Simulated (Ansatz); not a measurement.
Mg: nudged elastic band, vacancy jump

These are results of DFT PBE, scalar-relativistic, plane waves, PAW (Ansatz), not measurements. Settings: plane waves to 420 eV, k-mesh 4×4×4 (Γ-centred), Gaussian smearing 0.1 eV. No spin polarisation.

3 inner image(s), climbing off, force tolerance 0.05 eV/Å, at most 5 iterations, fixed cell.

The run took 7 min on 4 threads of Intel(R) Xeon(R) Platinum 8559C (Emerald Rapids) (shared host), peak memory 6.6 GiB.

Command:
```bash
ansatz run input.yaml --threads 4 --pin off --max-ram 9216MiB --backend cpu --events-out ev --progress --plain --runs-dir out
```

Input:
```yaml
crystal:
  lattice:
    - [3.5797091923, 7.1594183846, 3.5797091923]
    - [7.1594183846, 3.5797091923, -3.5797091923]
    - [-3.5797091923, 7.1594183846, -3.5797091923]
  atoms:
    - { symbol: Mg, position: [0.1250524965, 0.0, 0.6689716031] }
    - { symbol: Mg, position: [0.0862849371, 0.3541107787, 0.7583900462] }
    - { symbol: Mg, position: [0.0375524968, 0.7020729174, 0.8789175224] }
    - { symbol: Mg, position: [0.2534190302, 0.0, 0.2759236963] }
    - { symbol: Mg, position: [0.2008133941, 0.3427351531, 0.3853735224] }
    - { symbol: Mg, position: [0.1556672569, 0.6886654862, 0.5] }
    - { symbol: Mg, position: [0.3276765446, 0.3446469108, 0.0] }
    - { symbol: Mg, position: [0.2603745857, 0.7020729174, 0.1210824776] }
    - { symbol: Mg, position: [0.3597220913, 0.0, 0.8902591431] }
    - { symbol: Mg, position: [0.5, 0.0, 0.5] }
    - { symbol: Mg, position: [0.4564514528, 0.3427351531, 0.6146264776] }
    - { symbol: Mg, position: [0.4403957158, 0.6458892213, 0.7583900462] }
    - { symbol: Mg, position: [0.6402779087, 0.0, 0.1097408569] }
    - { symbol: Mg, position: [0.5596042842, 0.3541107787, 0.2416099538] }
    - { symbol: Mg, position: [0.5435485472, 0.6572648469, 0.3853735224] }
    - { symbol: Mg, position: [0.6723234554, 0.6553530892, 0.0] }
    - { symbol: Mg, position: [0.7465809698, 1.0, 0.7240763037] }
    - { symbol: Mg, position: [0.7396254143, 0.2979270826, 0.8789175224] }
    - { symbol: Mg, position: [0.8749475035, 1.0, 0.3310283969] }
    - { symbol: Mg, position: [0.8443327431, 0.3113345138, 0.5] }
    - { symbol: Mg, position: [0.7991866059, 0.6572648469, 0.6146264776] }
    - { symbol: Mg, position: [0.9624475032, 0.2979270826, 0.1210824776] }
    - { symbol: Mg, position: [0.9137150629, 0.6458892213, 0.2416099538] }
basis:
  ecutwfc: 420
kpoints:
  mp_grid: { grid: [4, 4, 4] }
hamiltonian:
  xc: pbe
scf:
  occupations: { method: gaussian, width: 0.1 }
output:
  forces: true
neb:
  images: 3
  f_tol: 0.05
  max_iterations: 5
  order_check: false
  final_atoms:
    - { symbol: Mg, position: [0.1215807765, 0.0, 0.5990768194] }
    - { symbol: Mg, position: [0.1146256101, 0.2979270935, 0.753917632] }
    - { symbol: Mg, position: [0.0473232388, 0.6553535224, 0.875] }
    - { symbol: Mg, position: [0.2499478824, 0.0, 0.2060288747] }
    - { symbol: Mg, position: [0.2193324132, 0.3113351737, 0.375] }
    - { symbol: Mg, position: [0.1741864109, 0.657265233, 0.4896267513] }
    - { symbol: Mg, position: [0.3374472965, 0.2979270935, -0.003917632] }
    - { symbol: Mg, position: [0.2887152312, 0.6458896669, 0.1166099814] }
    - { symbol: Mg, position: [0.0152795528, 0.0, 0.9847406838] }
    - { symbol: Mg, position: [0.5000521176, 0.0, 0.5439711253] }
    - { symbol: Mg, position: [0.4612847688, 0.3541103331, 0.6333900186] }
    - { symbol: Mg, position: [0.4125527035, 0.7020729065, 0.753917632] }
    - { symbol: Mg, position: [0.6284192235, 0.0, 0.1509231806] }
    - { symbol: Mg, position: [0.5758135891, 0.342734767, 0.2603732487] }
    - { symbol: Mg, position: [0.5306675868, 0.6886648263, 0.375] }
    - { symbol: Mg, position: [0.6353743899, 0.7020729065, -0.003917632] }
    - { symbol: Mg, position: [0.7347204472, 1.0, 0.7652593162] }
    - { symbol: Mg, position: [0.7026767612, 0.3446464776, 0.875] }
    - { symbol: Mg, position: [0.875, 1.0, 0.375] }
    - { symbol: Mg, position: [0.8314516439, 0.342734767, 0.4896267513] }
    - { symbol: Mg, position: [0.8153951019, 0.6458896669, 0.6333900186] }
    - { symbol: Mg, position: [0.9346048981, 0.3541103331, 0.1166099814] }
    - { symbol: Mg, position: [0.9185483561, 0.657265233, 0.2603732487] }
  climbing: false
```

Output (its end):
```
...
    - { symbol: Mg, position: [0.1875010042872955, 3.5907131989976193e-9, 0.9374997578905382] }
    - { symbol: Mg, position: [0.49183130376088763, 2.9660823554211735e-9, 0.5314732889159196] }
    - { symbol: Mg, position: [0.4580104655989704, 0.34729816686812676, 0.6219894197806893] }
    - { symbol: Mg, position: [0.4362012591382437, 0.6587447607023458, 0.7501700950684568] }
    - { symbol: Mg, position: [0.648478042249598, -1.9277416052343455e-9, 0.128730845957555] }
    - { symbol: Mg, position: [0.5696913275271646, 0.3472981629713894, 0.25301036214542816] }
    - { symbol: Mg, position: [0.5403895526228848, 0.6707388869257199, 0.37790115367080446] }
    - { symbol: Mg, position: [0.6431609722478122, 0.6909031790474328, -0.005510125857993004] }
    - { symbol: Mg, position: [0.7265217970746567, 1.000000003098851, 0.7462691549086424] }
    - { symbol: Mg, position: [0.7318391265724349, 0.3090965939324055, 0.8805101406948261] }
    - { symbol: Mg, position: [0.8831686292857193, 1.0000000012351165, 0.34352651756060104] }
    - { symbol: Mg, position: [0.8346105230615322, 0.32926089986706975, 0.4970989018728792] }
    - { symbol: Mg, position: [0.8053086315594745, 0.6527018275151022, 0.6219894289554245] }
    - { symbol: Mg, position: [0.9387987167291527, 0.3412549897967633, 0.12482992481327435] }
    - { symbol: Mg, position: [0.9169894848796434, 0.652701835319869, 0.253010370088645] }
```

The calculation finished and met its thresholds.

Final band:

```
image s (Å)  ΔE (eV)
    0  0.000    0.000
    1  0.868    0.122
    2  1.736    0.244
    3  2.604    0.122
    4  3.473    0.000
```

Highest image over the start 0.244 eV, over the end 0.244 eV. The order of the saddle wasn't checked, and a path that keeps a symmetry can read too high. Without a climbing image the barrier can read too low.

By iteration:

```
iteration largest band force component (eV/Å) highest image (eV)
        1                                0.415               0.453
        2                                0.079               0.274
        3                                0.026               0.244
```

Images of the last band (Å, true forces in eV/Å):

```xyz
23
Lattice="3.580 7.159 3.580 7.159 3.580 -3.580 -3.580 7.159 -3.580" Properties=species:S:1:pos:R:3:forces:R:3 pbc="T T T" image=0 dE_eV=0.0000
Mg   -1.947    5.685   -1.947    0.002    0.005    0.002
Mg    0.129    7.315   -3.674   -0.007    0.004   -0.003
Mg    2.015    9.075   -5.525   -0.006    0.007   -0.002
Mg   -0.081    3.790   -0.081   -0.002    0.009   -0.002
Mg    1.793    5.424   -1.888   -0.001   -0.002    0.006
Mg    3.698    7.159   -3.698   -0.007    0.000    0.007
Mg    3.640    3.580   -0.061    0.003    0.000   -0.003
Mg    5.525    5.244   -2.015    0.002   -0.007    0.006
Mg   -1.899    8.949   -1.899    0.000   -0.003    0.000
Mg    0.000    7.159    0.000    0.000    0.000    0.000
Mg    1.888    8.895   -1.793   -0.006    0.002    0.001
Mg    3.486   10.895   -3.450   -0.003    0.004   -0.007
Mg    1.899    5.370    1.899    0.000    0.003    0.000
Mg    3.674    7.004   -0.129    0.003   -0.004    0.007
Mg    5.272    9.003   -1.787    0.006   -0.002   -0.001
Mg    7.099    7.159    0.061   -0.003    0.000    0.003
Mg    7.240   14.109   -3.499    0.002   -0.009    0.002
Mg    1.634   12.654   -1.565   -0.002    0.007   -0.006
Mg    9.106   12.214   -1.633   -0.002   -0.005   -0.002
Mg    3.462   10.739    0.118    0.007    0.000   -0.007
Mg    5.366   12.475   -1.692    0.001    0.002   -0.006
Mg    5.145    8.824    1.945    0.006   -0.007    0.002
Mg    7.030   10.584    0.094    0.007   -0.004    0.003
23
Lattice="3.580 7.159 3.580 7.159 3.580 -3.580 -3.580 7.159 -3.580" Properties=species:S:1:pos:R:3:forces:R:3 pbc="T T T" image=1 dE_eV=0.1219
Mg   -1.895    5.440   -1.895   -0.038    0.040   -0.038
Mg    0.126    7.268   -3.628    0.001   -0.015   -0.017
Mg    1.973    9.070   -5.502    0.007   -0.001   -0.020
Mg   -0.024    3.729   -0.024   -0.003    0.010   -0.003
Mg    1.786    5.413   -1.810    0.002    0.001   -0.009
Mg    3.644    7.149   -3.629   -0.002   -0.002   -0.004
Mg    3.512    3.503    0.051    0.014    0.005   -0.012
Mg    5.378    5.246   -1.892    0.029   -0.003   -0.030
Mg   -2.245    8.539   -2.245    0.116    0.118    0.116
Mg   -0.088    7.261   -0.088    0.009   -0.041    0.009
Mg    1.892    8.930   -1.808   -0.007   -0.027    0.018
Mg    3.532   10.847   -3.454   -0.017   -0.015    0.001
Mg    1.871    5.510    1.871   -0.004   -0.017   -0.004
Mg    3.653    7.084   -0.114   -0.006   -0.004   -0.008
Mg    5.350    8.992   -1.793   -0.009    0.001    0.002
Mg    7.210    7.083   -0.067   -0.012    0.005    0.014
Mg    7.103   14.095   -3.637   -0.027   -0.010   -0.027
Mg    1.657   12.650   -1.606   -0.020   -0.001    0.007
Mg    9.097   12.318   -1.643   -0.009   -0.009   -0.009
Mg    3.531   10.729    0.065   -0.004   -0.002   -0.002
Mg    5.351   12.510   -1.687    0.018   -0.027   -0.007
Mg    5.267    8.826    1.798   -0.030   -0.003    0.029
Mg    7.045   10.664    0.073   -0.008   -0.004   -0.006
23
Lattice="3.580 7.159 3.580 7.159 3.580 -3.580 -3.580 7.159 -3.580" Properties=species:S:1:pos:R:3:forces:R:3 pbc="T T T" image=2 dE_eV=0.2444
Mg   -1.827    5.293   -1.827   -0.025    0.003   -0.025
Mg    0.098    7.272   -3.567   -0.005   -0.002    0.002
Mg    1.941    9.070   -5.479    0.017    0.016   -0.020
Mg    0.037    3.656    0.037    0.025   -0.003    0.025
Mg    1.760    5.396   -1.776    0.009    0.001   -0.003
Mg    3.609    7.133   -3.594   -0.009   -0.001    0.003
Mg    3.429    3.459    0.109   -0.017   -0.016    0.020
Mg    5.272    5.257   -1.802    0.005    0.002   -0.002
Mg   -2.685    8.054   -2.685    0.000    0.000    0.000
Mg   -0.142    7.326   -0.142   -0.011   -0.011   -0.011
Mg    1.899    8.975   -1.830    0.000   -0.019    0.020
Mg    3.592   10.852   -3.482    0.002   -0.002   -0.005
Mg    1.861    5.564    1.861    0.015   -0.003    0.015
Mg    3.620    7.133   -0.110   -0.020    0.019    0.000
Mg    5.384    8.975   -1.819   -0.003    0.001    0.009
Mg    7.269    7.038   -0.151    0.020   -0.016   -0.017
Mg    7.089   14.124   -3.650   -0.015    0.003   -0.015
Mg    1.681   12.650   -1.639   -0.020    0.016    0.017
Mg    9.091   12.362   -1.648    0.011    0.011    0.011
Mg    3.566   10.713    0.030    0.003   -0.001   -0.009
Mg    5.329   12.555   -1.680    0.020   -0.019    0.000
Mg    5.357    8.837    1.692   -0.002    0.002    0.005
Mg    7.050   10.713    0.040    0.000    0.019   -0.020
23
Lattice="3.580 7.159 3.580 7.159 3.580 -3.580 -3.580 7.159 -3.580" Properties=species:S:1:pos:R:3:forces:R:3 pbc="T T T" image=3 dE_eV=0.1219
Mg   -1.766    5.220   -1.766    0.003   -0.010    0.003
Mg   -0.008    7.283   -3.477   -0.029    0.003    0.030
Mg    1.857    9.026   -5.420   -0.014   -0.005    0.012
Mg    0.105    3.510    0.105    0.038   -0.040    0.038
Mg    1.725    5.380   -1.741    0.002    0.002    0.004
Mg    3.583    7.116   -3.560   -0.002   -0.001    0.009
Mg    3.396    3.459    0.133   -0.007    0.001    0.020
Mg    5.244    5.261   -1.742   -0.001    0.015    0.017
Mg   -3.125    7.570   -3.125   -0.116   -0.118   -0.116
Mg   -0.147    7.370   -0.147    0.009    0.009    0.009
Mg    1.904    9.025   -1.863    0.008    0.004    0.006
Mg    3.682   10.862   -3.588    0.030    0.003   -0.029
Mg    1.847    5.594    1.847    0.027    0.010    0.027
Mg    3.598    7.178   -0.103   -0.018    0.027    0.007
Mg    5.419    8.960   -1.854    0.004    0.002    0.002
Mg    7.292    7.038   -0.184    0.020    0.001   -0.007
Mg    7.078   14.178   -3.661    0.004    0.017    0.004
Mg    1.739   12.605   -1.722    0.012   -0.005   -0.014
Mg    9.037   12.427   -1.702   -0.009    0.041   -0.009
Mg    3.599   10.696    0.003    0.009   -0.001   -0.002
Mg    5.296   12.604   -1.675    0.006    0.004    0.008
Mg    5.417    8.841    1.664    0.017    0.015   -0.001
Mg    7.057   10.758    0.019    0.007    0.027   -0.018
23
Lattice="3.580 7.159 3.580 7.159 3.580 -3.580 -3.580 7.159 -3.580" Properties=species:S:1:pos:R:3:forces:R:3 pbc="T T T" image=4 dE_eV=0.0000
Mg   -1.709    5.159   -1.709    0.002   -0.009    0.002
Mg   -0.155    7.285   -3.355   -0.002    0.007   -0.006
Mg    1.729    8.949   -5.309   -0.003    0.000    0.003
Mg    0.157    3.265    0.157   -0.002   -0.005   -0.002
Mg    1.672    5.370   -1.672    0.007    0.000   -0.007
Mg    3.576    7.105   -3.482    0.001    0.002   -0.006
Mg    3.355    3.454    0.155    0.006   -0.007    0.002
Mg    5.240    5.214   -1.696    0.007   -0.004    0.003
Mg   -3.470    7.160   -3.470    0.000    0.003    0.000
Mg   -0.157    7.475   -0.157    0.002    0.005    0.002
Mg    1.919    9.105   -1.884   -0.007    0.004   -0.003
Mg    3.804   10.864   -3.735   -0.006    0.007   -0.002
Mg    1.709    5.580    1.709   -0.002    0.009   -0.002
Mg    3.583    7.214   -0.098   -0.001   -0.002    0.006
Mg    5.488    8.949   -1.908   -0.007    0.000    0.007
Mg    7.315    7.034   -0.225    0.002   -0.007    0.006
Mg    7.050   14.319   -3.689    0.000   -0.003    0.000
Mg    1.851   12.529   -1.851    0.003    0.000   -0.003
Mg    8.949   12.529   -1.790    0.000    0.000    0.000
Mg    3.677   10.685   -0.003   -0.006    0.002    0.001
Mg    5.276   12.685   -1.661   -0.003    0.004   -0.007
Mg    5.463    8.794    1.661    0.003   -0.004    0.007
Mg    7.062   10.793    0.003    0.006   -0.002   -0.001
```